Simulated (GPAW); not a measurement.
The system is In.

```
In
1.0
     3.37691    0.00000    0.00000
     0.24723    3.36784    0.00000
    -1.81207   -1.68392    2.29876
In
1
Direct
  0.00000 0.00000 0.00000
```

The cell isn't the ideal one: the cell as VASP's run set it.

Base run:

```yaml
Program: GPAW 26.7.0
Functional: RPBE
Potentials_or_basis: the program's PAW data sets (release 1.2.1) made for this functional
Cutoff: 600 eV
Basis: pw
k_mesh: 11 × 11 × 11
Occupations: gaussian, width 0.02 eV
Spin: no spin polarisation
```

Its results: band gap on the k mesh none (metal or under the smearing width); pressure 3.3 GPa.

Problem. The run is repeated on the same cell with these changes: functional from RPBE to LDA; occupations from gaussian, width 0.02 eV to gaussian, width 0.05 eV. What comes out?

Solution. Band gap on the k mesh none (metal or under the smearing width); pressure -2.9 GPa.
